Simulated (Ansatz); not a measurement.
# BN: the cost of one run

Method: DFT PBE+D3(BJ), scalar-relativistic, plane waves, PAW, in Ansatz 0.2.0.

### Step 1. The starting structure

It takes space group Fmm2 (No. 42, orthorhombic). The conventional cell has a = 2.503 Å, b = 6.991 Å, c = 4.332 Å, α = 90.00°, β = 90.00°, γ = 90.00°. Around B (site symmetry mm2) lie 3 N at 1.44 Å. N (site symmetry mm2) is surrounded by 3 B at 1.44 Å.

Structure file:

```cif
data_structure
_symmetry_space_group_name_H-M 'P 1'
_symmetry_Int_Tables_number 1
_cell_length_a 4.1121
_cell_length_b 2.5017
_cell_length_c 3.7127
_cell_angle_alpha 80.290
_cell_angle_beta 36.846
_cell_angle_gamma 62.865
_cell_volume 18.95
loop_
_atom_site_label
_atom_site_type_symbol
_atom_site_fract_x
_atom_site_fract_y
_atom_site_fract_z
_atom_site_occupancy
B1 B 0.00005 0.00005 0.99995 1
N1 N 0.66665 0.66665 0.33335 1
```

Source of the structure: the Materials Project (structure only).

### Step 2. A first look at the start

input.yaml reads:

```yaml
crystal:
  lattice:
    - [0.0, 3.49531583, 2.16609124]
    - [1.2516321, 0.0, 2.16609124]
    - [1.2516321, 3.49531583, 0.0]
  atoms:
    - { symbol: B, position: [4.865e-05, 4.865e-05, 0.99995135] }
    - { symbol: "N", position: [0.66665134, 0.66665134, 0.33334866] }
basis:
  ecutwfc: 420
kpoints:
  mp_grid: { grid: [8, 8, 8] }
hamiltonian:
  xc: pbe
  dispersion: d3bj
scf:
  occupations: { method: gaussian, width: 0.1 }
output:
  forces: true
  stress: true
  eigenvalues: true
```

On the command line:

```
ansatz run input.yaml --threads 1 --pin off --max-ram 2560MiB --backend cpu --events-out ev --progress --plain --runs-dir out
```

What time and memory should one allow on 1 thread of Intel Xeon at 2.50GHz (Skylake/Cascade Lake), shared host?

About 3.6 s, with a peak of 0.3 GiB.
